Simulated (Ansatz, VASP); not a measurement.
**TaN in VASP and in Ansatz**

INCAR

```
PREC = Accurate ; ENCUT = 520
EDIFF = 1E-6 ; ISMEAR = -1
SIGMA = 0.02 ; LREAL = False
LASPH = True ; NELM = 100
ALGO = Normal ; ISIF = 2
LWAVE = False ; LCHARG = True
GGA = PE ; LELF = True
LVHAR = True ; NBANDS = 15
```

Contents of KPOINTS:

```
Automatic mesh
0
Gamma
  12 12 10
```

Contents of POSCAR:

```
TaN
1.0
    2.9379988584      0.0000000000      0.0000000000
   -1.4689994292      2.5443816477      0.0000000000
    0.0000000000      0.0000000000      2.8830000000
Ta N
1 1
Direct
    0.3333333333      0.6666666667      0.5000000000
    0.0000000000      0.0000000000      0.0000000000
```

Input for Ansatz:

```yaml
crystal:
  lattice:
    - [2.9379988584, 0.0, 0.0]
    - [-1.4689994292, 2.5443816477, 0.0]
    - [0.0, 0.0, 2.883]
  atoms:
    - { symbol: Ta, position: [0.3333333333, 0.6666666667, 0.5] }
    - { symbol: "N", position: [0.0, 0.0, 0.0] }
kpoints:
  mp_grid: { grid: [12, 12, 10] }
  band_path:
    path:
      - [0.0, 0.0, 0.0]
      - [0.5, 0.0, 0.0]
      - [0.3333333333, 0.3333333333, 0.0]
      - [0.0, 0.0, 0.0]
      - [0.0, 0.0, 0.5]
      - [0.5, 0.0, 0.5]
      - [0.3333333333, 0.3333333333, 0.5]
      - [0.0, 0.0, 0.5]
      - [0.5, 0.0, 0.5]
    npoints: 5
scf:
  occupations: { method: fermi_dirac, width: 0.02 }
hamiltonian:
  xc: pbe
  pseudopotentials:
    kind: all_electron
    lapw: { basis_error: 0.00025 }
    relativity: none
output:
  forces: true
  stress: true
  eigenvalues: true
```

Alike in both runs: task single point; functional PBE; k mesh 12 × 12 × 10; occupations fermi-dirac, width 0.02 eV; no spin polarisation.

```csv
,VASP,Ansatz
version,VASP 6.6.1,Ansatz 0.2.0
potentials or method,"VASP PAW PBE potentials, release 64 (Ta_pv, N)","all-electron LAPW, non-relativistic"
plane-wave cutoff (eV),520,see its input
```

|  | VASP | Ansatz | Ansatz less VASP |
| --- | --- | --- | --- |
| pressure (GPa) | 5.4 | 20.5 | +15.09 |
| largest component of the traceless stress (GPa) | 0.83 | 1.79 | +0.953 |

One of these differences is far larger than is usual between the two programs; its cause wasn't traced. Ansatz ran all-electron here, so the differences hold the error of VASP's frozen core and of both bases.

Spin-orbit coupling is left out, which matters for the levels of Ta.
